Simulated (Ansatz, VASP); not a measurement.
**Sb in VASP and in Ansatz**

```
CELL_PARAMETERS angstrom
3.36900 -0.03369 -0.03369
-1.71368 2.93448 -0.01233
-0.05330 -0.05330 5.33000
ATOMIC_POSITIONS crystal
Sb 0.33333 0.66667 0.25000
Sb 0.66667 0.33333 0.75000
```

Change from the starting cell: equal xy, yz and zx shear strains of -2 %.

Alike in both runs: task single point; functional PBE; k mesh 12 × 12 × 7; occupations fermi-dirac, width 0.05 eV; no spin polarisation.

```csv
,VASP,Ansatz
version,VASP 6.6.1,Ansatz 0.2.0
potentials or method,"VASP PAW PBE potentials, release 64 (Sb), cutoff 520 eV","all-electron LAPW, scalar-relativistic"
```

Ansatz gave:

- pressure (GPa): 3.0
- largest component of the traceless stress (GPa): 0.64
- rms of the force components (eV/Å): 0.018

Q: Estimate VASP's values.

A: Pressure (GPa): 2.9; largest component of the traceless stress (GPa): 0.65; rms of the force components (eV/Å): 0.018.

Atom by atom the forces differ by 0.000 eV/Å (rms over components). Ansatz ran all-electron here, so the differences hold the error of VASP's frozen core and of both bases.

The runs have no spin-orbit coupling, so splittings on Sb are missing.
